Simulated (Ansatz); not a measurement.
A run on Cs₂SnI₆

```yaml
crystal:
  lattice:
    - [0.0, 5.815, 5.815]
    - [5.815, 0.0, 5.815]
    - [5.815, 5.815, 0.0]
  atoms:
    - { symbol: Cs, position: [0.25, 0.25, 0.25] }
    - { symbol: Cs, position: [0.75, 0.75, 0.75] }
    - { symbol: Sn, position: [0.0, 0.0, 0.0] }
    - { symbol: I, position: [0.755, 0.245, 0.245] }
    - { symbol: I, position: [0.245, 0.755, 0.245] }
    - { symbol: I, position: [0.245, 0.755, 0.755] }
    - { symbol: I, position: [0.755, 0.245, 0.755] }
    - { symbol: I, position: [0.245, 0.245, 0.755] }
    - { symbol: I, position: [0.755, 0.755, 0.245] }
kpoints:
  mp_grid: { grid: [5, 5, 5] }
scf:
  occupations: { method: fermi_dirac, width: 0.02 }
  max_iter: 50
hamiltonian:
  xc: pbe
  pseudopotentials: { kind: paw }
output:
  forces: true
  stress: true
  populations: true
  efg:
    quadrupole_moments_barn: { Cs: -0.00343, Sn: -0.132, I: -0.68822 }
    contact_densities: true
basis:
  ecutrho_ratio: 0
```

The quadrupole moment typed for Sn is that of the 23.9 keV Mössbauer state of ¹¹⁹Sn; the ground state has I = 1/2 and no quadrupole moment.

```sh
ansatz run input.yaml --threads 4 --pin off --max-ram 10240MiB --backend cpu --events-out ev --progress --plain --runs-dir out
```

Question: What happens when this input is run?

Answer: The program refused the input. The input holds a density cutoff far too low. The program says:

```
Error: invalid value for `basis.ecutrho_ratio`: must be in [1, 1024]; got 0
```

Against a sound input the change was `basis.ecutrho_ratio`: not typed → 0; `scf.max_iter`: not typed → 50.

With the sound settings the run converges and gives V_zz (10²¹ V/m²) I 56.6 (η 0.00), and under 0.004 at the other sites. The largest force is 0.3 eV/Å, so the atoms aren't at the calculated equilibrium and relaxing them would move these values. Without spin–orbit coupling the gradients at and beside I can be off by some per cent, at some sites by more. With a gap of 0.2 eV on this mesh, the gradients can still move by some per cent as the k-mesh gets denser.
